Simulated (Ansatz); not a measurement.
Runs of Ansatz 0.2.0 on SnTe. Symmetry: Fm-3m, No. 225, cubic system. The conventional cell has a = 6.302 Å, b = 6.302 Å, c = 6.302 Å, α = 90.00°, β = 90.00°, γ = 90.00°. Te (site symmetry m-3m) is surrounded by 6 Sn at 3.15 Å. Around Sn (site symmetry m-3m) lie 6 Te at 3.15 Å. 

```csv
task,level,cell,k mesh,cutoff (eV),smearing,mesh quality,gap on the mesh (eV),pressure (GPa),relaxed volume (Å³/atom)
Born charges,r2SCANh,as given,4 × 4 × 4,500,fixed,coarse,0.33,-,-
relaxation of cell and atoms,PBEsol+D4,relaxed,7 × 7 × 7,420,fermi-dirac 0.05 eV,not flagged,-,0.0,(c)
relaxation of cell and atoms,revPBE+D4,relaxed,7 × 7 × 7,420,fermi-dirac 0.05 eV,not flagged,-,0.0,31.09
relaxation of cell and atoms,revPBE+D3(BJ),relaxed,7 × 7 × 7,420,fermi-dirac 0.05 eV,not flagged,-,0.0,30.77
relaxation of cell and atoms,PBEsol+D3(BJ),relaxed,7 × 7 × 7,420,fermi-dirac 0.05 eV,not flagged,-,0.0,29.72
relaxation of cell and atoms,HSE06,relaxed,4 × 4 × 4,420,fermi-dirac 0.05 eV,coarse,-,0.0,(b)
atomic charges,HSE06+D3(BJ),as given,4 × 4 × 4,420,gaussian 0.01 eV,coarse,(a),-1.3,-
relaxation of cell and atoms,BLYP+D4,relaxed,7 × 7 × 7,420,fermi-dirac 0.05 eV,not flagged,-,0.0,32.57
```

Alike in all rows: potentials or basis Ansatz PAW; no spin polarisation.

**Question.** Fill in the values left out.

**Answer.** (a) 0.14; (b) 32.15; (c) 30.25.

Caveats: some runs use coarse meshes; the PAW data sets come from PBE, with cores solved anew for the run's functional, which leaves a small shift of forces and pressure; the plane-wave basis is chosen anew once the cell has moved, so the energies of steps on either side of that aren't comparable (some runs); spin-orbit coupling is left out, which moves the levels of the heavy elements (some runs); the thresholds are loose for stress (some runs).

A k mesh can miss the band edges, and the runs leave out spin-orbit coupling on Sn, Te.
